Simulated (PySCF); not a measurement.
# propionate ion: 4 charge schemes on one density

Compound: propionate ion, C₃H₅O₂ (charge -1).
SMILES with atom numbers: `[CH3:1][CH2:2][C:3](=[O:4])[O-:5]` (hydrogens: H6, H7, H8 on C1; H9, H10 on C2)

Cartesian coordinates in Å at the PBE0-D3(BJ)/def2-SVP level; atoms count from 1:
```xyz
10
C3H5O2 angstrom
C     -1.178   -0.039    0.088
C      0.214   -0.388   -0.406
C      1.353    0.428    0.304
O      1.015    1.554    0.724
O      2.466   -0.128    0.333
H     -1.332   -0.390    1.123
H     -1.989   -0.463   -0.534
H     -1.263    1.058    0.114
H      0.293   -0.159   -1.486
H      0.440   -1.463   -0.305
```

Density: PBE0/pcSseg-1 (PySCF); schemes: Mulliken, IAO, Hirshfeld and ESP-fitted. Geometry: PBE0-D3(BJ)/def2-SVP, one conformer, isolated ion. The pcSseg-1 basis has no diffuse functions, a weakness for an anion.

Q: Tabulate the Mulliken, IAO, Hirshfeld and ESP-fitted charges.

A: In e:

| atom | environment | Mulliken | IAO | Hirshfeld | ESP-fitted |
| --- | --- | --- | --- | --- | --- |
| C1 | methyl carbon | -0.282 | -0.406 | -0.143 | -0.219 |
| C2 | sp3 carbon next to a carbonyl | -0.332 | -0.329 | -0.112 | +0.101 |
| C3 | carboxylate carbon | +0.388 | +0.505 | +0.100 | +0.727 |
| O4 | carboxylate oxygen | -0.583 | -0.673 | -0.435 | -0.760 |
| O5 | carboxylate oxygen | -0.585 | -0.670 | -0.456 | -0.786 |
| H6 | methyl hydrogen | +0.080 | +0.114 | +0.016 | +0.029 |
| H7 | methyl hydrogen | +0.053 | +0.092 | +0.003 | -0.010 |
| H8 | methyl hydrogen | +0.106 | +0.145 | +0.015 | +0.044 |
| H9 | methylene hydrogen | +0.085 | +0.111 | +0.011 | -0.052 |
| H10 | methylene hydrogen | +0.071 | +0.111 | +0.002 | -0.073 |

Mean size of the charges over all atoms: IAO 0.316 e, ESP-fitted 0.280 e, Mulliken 0.256 e, Hirshfeld 0.129 e. Each set sums to the total charge, -1, to within 0.001 e. The IAO scheme counts the electrons in orthogonalised intrinsic atomic orbitals, a minimal basis polarised so that it spans the occupied orbitals exactly. The ESP scheme fits charges at the nuclei, held to the total charge, to the electrostatic potential on points at 1.4 to 2.0 times the van der Waals radii.

Lowest charge. All schemes pick atoms of one kind: Mulliken O5 (-0.585); IAO O4 (-0.673); Hirshfeld O5 (-0.456); ESP-fitted O5 (-0.786).

Highest charge. All schemes agree: Mulliken C3 (+0.388); IAO C3 (+0.505); Hirshfeld C3 (+0.100); ESP-fitted C3 (+0.727).

Q: How closely do the schemes follow one another over all atoms?

A: Correlation coefficient and root-mean-square difference: Mulliken with IAO 1.00, 0.071 e; Mulliken with Hirshfeld 0.95, 0.146 e; IAO with Hirshfeld 0.94, 0.209 e; Hirshfeld with ESP-fitted 0.90, 0.259 e; IAO with ESP-fitted 0.88, 0.195 e; Mulliken with ESP-fitted 0.87, 0.207 e.

Q: Sum the charges by element.

A: 
| element | atoms | Mulliken | IAO | Hirshfeld | ESP-fitted |
| --- | --- | --- | --- | --- | --- |
| C | 3 | -0.226 | -0.231 | -0.156 | +0.609 |
| O | 2 | -1.168 | -1.343 | -0.891 | -1.547 |
| H | 5 | +0.395 | +0.574 | +0.047 | -0.062 |

Q: How many electrons does the Hirshfeld scheme count on C3?

A: Z − q = 6 − (+0.100) = 5.900.
